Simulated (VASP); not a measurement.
Wanted: the native input for a VASP 6.6.1 run.

- Task: single point
- Functional: PBE
- Potentials or basis: VASP PAW PBE potentials, release 64 (Cd)
- Cutoff: 520 eV
- k mesh: 10 × 10 × 5
- Occupations: fermi-dirac, width 0.05 eV
- Spin: no spin polarisation
- Further INCAR settings: ALGO = Normal; EDIFF = 1e-07; NBANDS = 19

The structure of Cd lies in POSCAR:

```
Cd
1.0
    2.9788700000      0.0000000000      0.0000000000
   -1.4894350000      2.5797770946      0.0000000000
    0.0000000000      0.0000000000      5.6176500000
Cd
2
Direct
    0.6666666667      0.3333333333      0.7500000000
    0.3333333333      0.6666666667      0.2500000000
```

The input as run:

INCAR

```
SYSTEM = Cd
  PREC = Accurate
  ENCUT = 520
  EDIFF = 1E-7
  ISMEAR = -1
  SIGMA = 0.05
  LREAL = .False.
  LASPH = .True.
  NELM = 60
  ALGO = Normal
  ISIF = 2
  LWAVE = .False.
  LCHARG = .False.
  GGA = PE
  NBANDS = 19
```

KPOINTS

```
Automatic mesh
0
Gamma
  10 10 5
  0 0 0
```

Potentials or basis: VASP PAW PBE potentials, release 64 (Cd).

Launch:

```console
$ cat potpaw_PBE.64/Cd/POTCAR > POTCAR
$ mpirun -np 1 vasp_std > vasp.out
```

It gave:

```json
{"Pressure": "3.2 GPa", "Band gap on the k mesh": "none (metal or under the smearing width)"}
```

It took 13 s on 1 thread of Intel(R) Xeon(R) Platinum 8488C (Sapphire Rapids) (shared host), peak memory 0.17 GiB.
